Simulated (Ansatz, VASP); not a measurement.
# Pt: VASP beside Ansatz

```
CELL_PARAMETERS angstrom
0.00000 1.96090 1.96090
1.96090 0.00000 1.96090
1.96090 1.96090 0.00000
ATOMIC_POSITIONS crystal
Pt 0.00000 0.00000 0.00000
```

Alike in both runs: task single point; functional PBE; k mesh 12 × 12 × 12; occupations gaussian, width 0.015 eV; no spin polarisation.

|  | VASP | Ansatz |
| --- | --- | --- |
| version | VASP 6.6.1 | Ansatz 0.2.0 |
| potentials or method | VASP PAW PBE potentials, release 64 (Pt) | Ansatz PAW |
| plane-wave cutoff (eV) | 520 | 420 |
| valence electrons in the cell | 10 | 18 |

```tsv
	VASP	Ansatz	Ansatz less VASP
gap on the k mesh at the Fermi level (eV)	none	none	-
pressure (GPa)	9.7	10.2	+0.54
```

A gap of «none» marks a metal or a gap that the smearing closes. The functional is the same, so the differences come from potentials, cutoffs and numerics. The two sets of potentials don't hold the same shells in valence.

Spin-orbit coupling is left out, which matters for the levels of Pt.
